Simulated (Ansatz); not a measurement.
LiI:
```
CELL_PARAMETERS angstrom
      0.00000     3.00938     3.00938
      3.00938     0.00000     3.00938
      3.00938     3.00938     0.00000
ATOMIC_POSITIONS crystal
  Li 0.00000 0.00000 0.00000
  I  0.50000 0.50000 0.50000
```

Relaxed with r²SCAN. DFT-r²SCAN in the program Ansatz with PAW potentials gives a gap of 5.00 eV.

Problem. What gap does HSE06 give on the same cell (Ansatz, PAW)?

Solution. 5.27 eV, 0.26 eV more. The hybrid was solved on a coarser mesh and at special points; its gap is the smallest among all of these.

```json
[
 {"k": "Γ", "v1 r²SCAN": "-0.01", "c1 r²SCAN": "5.13", "v1 HSE06": "-0.01", "c1 HSE06": "5.27"},
 {"k": "X", "v1 r²SCAN": "-1.22", "c1 r²SCAN": "5.00", "v1 HSE06": "(withheld)", "c1 HSE06": "(withheld)"},
 {"k": "L", "v1 r²SCAN": "-0.30", "c1 r²SCAN": "5.29", "v1 HSE06": "(withheld)", "c1 HSE06": "(withheld)"},
 {"k": "W", "v1 r²SCAN": "-1.28", "c1 r²SCAN": "6.76", "v1 HSE06": "(withheld)", "c1 HSE06": "(withheld)"},
 {"k": "K", "v1 r²SCAN": "-0.93", "c1 r²SCAN": "5.52", "v1 HSE06": "(withheld)", "c1 HSE06": "(withheld)"}
]
```

Problem. Top valence (v1) and lowest conduction level (c1) in eV from each method's valence maximum (which need not be a listed point): supply the withheld HSE06 values.

Solution. 
- L, v1 HSE06: -0.31
- L, c1 HSE06: 5.55
- W, v1 HSE06: -1.36
- W, c1 HSE06: 7.11
- X, v1 HSE06: -1.30
- X, c1 HSE06: 5.30
- K, v1 HSE06: -0.99
- K, c1 HSE06: 5.84

Cost on shared cores: the r²SCAN run (SCF on a 8×8×8 mesh, then bands and DOS) roughly 22 core-seconds, the HSE06 run (SCF on 6×6×6, then a few points) around 2.4 core-minutes (rough); the tasks are unlike.

Space group Fm-3m (rock salt). Symmetry was held in the r²SCAN relaxation; phonons on a q-mesh show no instability. Scalar-relativistic: spin–orbit coupling is off unless named, which matters more the heavier the elements.

Potentials: the later of the program's two PAW sets.
